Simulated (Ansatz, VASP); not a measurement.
## Pb: VASP beside Ansatz

```
Pb
1.0
     0.00000    2.49475    2.49475
     2.49475    0.00000    2.49475
     2.49475    2.49475    0.00000
Pb
1
Direct
  0.00000 0.00000 0.00000
```

Alike in both runs: task electric field gradients; functional PBE; k mesh 13 × 13 × 13; occupations fermi-dirac, width 0.05 eV; no spin polarisation.

```csv
,VASP,Ansatz
version,VASP 6.6.1,Ansatz 0.2.0
potentials or method,"VASP PAW PBE potentials, release 64 (Pb_d)","PAW with Ansatz's default frozen-core files, scalar-relativistic"
plane-wave cutoff (eV),520,420
valence electrons in the cell,14,14
```

|  | VASP | Ansatz | Ansatz less VASP |
| --- | --- | --- | --- |
| pressure (GPa) | 1.2 | 1.3 | +0.06 |
| Vzz of the field gradient on the site that differs most (V/Å²) | 0.0 | 0.0 | 0.00 |

Ansatz warned: «gradients_without_spin_orbit».

The runs have no spin-orbit coupling, so splittings on Pb are missing.
